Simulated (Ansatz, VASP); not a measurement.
One calculation of SrTiO3, two programs

INCAR

```
PREC = Accurate
ENCUT = 520
EDIFF = 1E-6
ISMEAR = 0
SIGMA = 0.02
LREAL = False
LASPH = True
NELM = 60
ALGO = Normal
ISIF = 2
LWAVE = False
LCHARG = True
GGA = PE
LELF = True
LVHAR = True
NBANDS = 28
```

File KPOINTS:

```
regular mesh
0
Gamma
  8 8 8
```

The input POSCAR:

```
SrTiO3
1.0
    3.9753809516      0.0000000000      0.0000000000
    0.0000000000      3.9753809516      0.0000000000
    0.0000000000      0.0000000000      3.9753809516
Sr Ti O
1 1 3
Direct
    0.5000000000      0.5000000000      0.5000000000
    0.0000000000      0.0000000000      0.0000000000
    0.5000000000      0.0000000000      0.0000000000
    0.0000000000      0.5000000000      0.0000000000
    0.0000000000      0.0000000000      0.5000000000
```

Input for Ansatz:

```yaml
crystal:
  lattice:
    - [3.9753809516, 0.0, 0.0]
    - [0.0, 3.9753809516, 0.0]
    - [0.0, 0.0, 3.9753809516]
  atoms:
    - { symbol: Sr, position: [0.5, 0.5, 0.5] }
    - { symbol: Ti, position: [0.0, 0.0, 0.0] }
    - { symbol: O, position: [0.5, 0.0, 0.0] }
    - { symbol: O, position: [0.0, 0.5, 0.0] }
    - { symbol: O, position: [0.0, 0.0, 0.5] }
basis:
  ecutwfc: 420
kpoints:
  mp_grid: { grid: [8, 8, 8] }
hamiltonian:
  xc: pbe
scf:
  occupations: { method: gaussian, width: 0.02 }
output:
  forces: true
  stress: true
  eigenvalues: true
```

Alike in both runs: task single point; functional PBE; k mesh 8 × 8 × 8; occupations gaussian, width 0.02 eV; no spin polarisation.

```csv
,VASP,Ansatz
version,VASP 6.6.1,Ansatz 0.2.0
potentials or method,"VASP PAW PBE potentials, release 64 (Sr_sv, Ti_sv, O)","scalar-relativistic, plane waves, PAW"
plane-wave cutoff (eV),520,420
valence electrons in the cell,40,40
```

Ansatz gave:

| Item | Value |
| --- | --- |
| gap on the k mesh at the Fermi level (eV) | 1.78 |
| least direct gap on the mesh (eV) | 2.16 |
| pressure (GPa) | -4.7 |

Problem. Which values does VASP return?

Solution. gap on the k mesh at the Fermi level (eV): 1.75; least direct gap on the mesh (eV): 2.14; pressure (GPa): -4.1.

A k mesh can miss the band edges. PBE gaps usually lie below the measured ones, often by a third to a half.
